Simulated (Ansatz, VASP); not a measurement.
## CoSi2: VASP beside Ansatz

```
CELL_PARAMETERS angstrom
0.00000 2.67800 2.67800
2.67800 0.00000 2.67800
2.67800 2.67800 0.00000
ATOMIC_POSITIONS crystal
Co 0.00000 0.00000 0.00000
Si 0.25000 0.25000 0.25000
Si 0.75000 0.75000 0.75000
```

Alike in both runs: task electric field gradients; functional PBE; k mesh 12 × 12 × 12; occupations gaussian, width 0.05 eV; no spin polarisation.

|  | VASP | Ansatz |
| --- | --- | --- |
| version | VASP 6.6.1 | Ansatz 0.2.0 |
| potentials or method | VASP PAW PBE potentials, release 64 (Co, Si) | scalar-relativistic, plane waves, PAW |
| plane-wave cutoff (eV) | 520 | 420 |
| valence electrons in the cell | 17 | 25 |

Ansatz gave:

- gap on the k mesh at the Fermi level (eV): none
- pressure (GPa): 0.4
- Vzz of the field gradient on the site that differs most (V/Å²): 0.0

Question: Which values does VASP return?

Answer: gap on the k mesh at the Fermi level (eV): none; pressure (GPa): 0.2; Vzz of the field gradient on the site that differs most (V/Å²): 0.0.

A gap of «none» marks a metal or a gap that the smearing closes. The two sets of potentials don't hold the same shells in valence.

Spin polarisation is off, so any magnetic state and its effect on volume and gap are missing.
